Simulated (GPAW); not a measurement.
Crystal: CoO.

```xyz
2
Lattice="-1.5080 1.5080 2.1072 1.5080 -1.5080 2.1072 1.5080 1.5080 -2.1072" Properties=species:S:1:pos:R:3 pbc="T T T"
Co    0.0000    0.0000    0.0000
O     0.0000    0.0000    2.1072
```

Program: GPAW 26.7.0. Alike in all runs: task single point; spin collinear, ferromagnetic start; cell as given; k mesh 12 × 12 × 12; cutoff (eV) 800.

Problem. Order these runs on this cell by their pressure, lowest first.
A. level PBEsol; potentials or basis PAW data sets generated in the run's folder for this functional, pw; smearing gaussian 0.1 eV
B. level RPBE; potentials or basis the program's PAW data sets (release 1.2.1) made for this functional, pw; smearing gaussian 0.05 eV
C. level PBE; potentials or basis GPAW PAW data sets (gpaw-data 1.2.1), pw; smearing gaussian 0.02 eV

Solution. A (-8.2 GPa), C (0.6 GPa), B (6.8 GPa).

Caveats: a cell with one magnetic atom can't hold antiferromagnetic order, which such compounds often take.

Not every run made on this cell is shown here.
